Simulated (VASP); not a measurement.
The system is Ni.

```
Ni
1.0
     0.00000    1.73757    1.73757
     1.73757    0.00000    1.73757
     1.73757    1.73757    0.00000
Ni
1
Direct
  0.00000 0.00000 0.00000
```

| Property | Result |
| --- | --- |
| Program | VASP 6.6.1 |
| Task | relaxation of cell and atoms |
| Functional | PBE |
| Dispersion | TS-HI |
| Potentials or basis | VASP PAW PBE potentials, release 64 (Ni) |
| Cutoff | 600 eV |
| k mesh | 10 × 10 × 10 |
| Occupations | fermi-dirac, width 0.05 eV |
| Spin | collinear spin, ferromagnetic start |
| Starting moments | [1.0] μB |

At the start: pressure -9.6 GPa; volume 10.49 Å³/atom.

Task: How do energy, volume and symmetry change on relaxing?

Result: Over 9 steps the energy falls by 11.2 meV/atom and the volume is 10.10 Å³/atom (-3.7 %); space group Fm-3m (No. 225, to 0.05 Å); moment 0.69 μB per cell.

The path:
| step | energy change (eV) | largest force (eV/Å) | pressure (GPa) | volume (Å³) |
| --- | --- | --- | --- | --- |
| 1 | 0.0000 | 0.0000 | -9.57 | 10.49 |
| 2 | 0.0173 | 0.0000 | 17.12 | 9.57 |
| 3 | -0.0113 | 0.0000 | -1.04 | 10.13 |
| 4 | -0.0112 | 0.0000 | -0.12 | 10.09 |
| 5 | -0.0111 | 0.0000 | 0.65 | 10.09 |
| 6 | -0.0111 | 0.0000 | -0.46 | 10.14 |
| 7 | -0.0113 | 0.0000 | -0.46 | 10.11 |
| 8 | -0.0112 | 0.0000 | 0.32 | 10.10 |
| 9 | -0.0112 | 0.0000 | -0.06 | 10.10 |

Final structure:
```cif
data_structure
_symmetry_space_group_name_H-M 'P 1'
_symmetry_Int_Tables_number 1
_cell_length_a 2.4265
_cell_length_b 2.4265
_cell_length_c 2.4265
_cell_angle_alpha 60.000
_cell_angle_beta 60.000
_cell_angle_gamma 60.000
_cell_volume 10.10
loop_
_atom_site_label
_atom_site_type_symbol
_atom_site_fract_x
_atom_site_fract_y
_atom_site_fract_z
_atom_site_occupancy
Ni1 Ni 0.00000 0.00000 0.00000 1
```

Caveat: pairwise dispersion overbinds metals, which lowers pressure and volume.
